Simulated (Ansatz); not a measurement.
# What moves the field gradients of Ba2SrTi3O9?

Cell of run 1: a Materials Project structure (computed, not necessarily an observed phase).

Space group Cmm2 (No. 35); a = 5.6444, b = 16.9095, c = 4.0980 Å.

| site | Wyckoff | site symmetry | x | y | z |
| --- | --- | --- | --- | --- | --- |
| Ba | 4e | m.. | 0.5000 | 0.8330 | 0.9950 |
| Sr | 2a | mm2 | 0.0000 | 0.0000 | 0.0048 |
| Ti4 | 4e | m.. | 0.5000 | 0.3353 | 0.5137 |
| Ti6 | 2b | mm2 | 0.5000 | 0.0000 | 0.5143 |
| O7 | 4e | m.. | 0.5000 | 0.3374 | 0.9645 |
| O9 | 2b | mm2 | 0.5000 | 0.0000 | 0.9644 |
| O10 | 8f | 1 | 0.2470 | 0.9183 | 0.4730 |
| O11 | 4c | ..2 | 0.7500 | 0.7500 | 0.4781 |

One atom of each set is listed; the run and its k-mesh use a cell of 15 atoms with edges of 8.91, 8.91, 4.10 Å.

All runs are DFT with Ansatz 0.2.0 (plane waves and PAW, scalar-relativistic unless spin–orbit coupling is named, Γ-centred meshes, Fermi–Dirac smearing where given) in this cell.

Run 1: PBE, gradients read without the response of the cores, atoms as given; 420 eV, 4×4×5 k-points, smearing 0.02 eV.
Run 2: r2SCAN, gradients read without the response of the cores, atoms as given; 500 eV, 4×4×5 k-points, smearing 0.02 eV.
Run 3: PBE with spin–orbit coupling, gradients read without the response of the cores, atoms as given; 420 eV, 4×4×5 k-points, smearing 0.02 eV.

```tsv
run	Ba V_zz (η)	O7 V_zz (η)	O9 V_zz (η)	O11 V_zz (η)
1	1.13 (0.11)	1.65 (0.23)	1.41 (0.45)	2.92 (0.33)
2	1.16 (0.04)	2.05 (0.22)	1.78 (0.44)	3.28 (0.32)
3	?	?	?	?
```

V_zz in 10²¹ V/m²; 4 of the 8 sets of like atoms are followed.

Problem. Estimate the row of run 3.

Solution. Ba: 1.14 (0.11); O7: 1.65 (0.22); O9: 1.41 (0.45); O11: 2.92 (0.33). It lies nearest to run 1, from whose tensors on these sites it differs by 0.00 at most (largest principal value of the difference). Taken one at a time, the functional (r2SCAN with its higher cutoff) moves the tensors on these sites by up to 0.40 (largest principal value of the change, on O7), spin–orbit coupling by 0.00.

In run 2 the atoms aren't at the calculated equilibrium (largest force 0.31 eV/Å). The cell isn't the equilibrium one in run 2 (calculated pressure -5 GPa), and the entry's cell may itself be off.
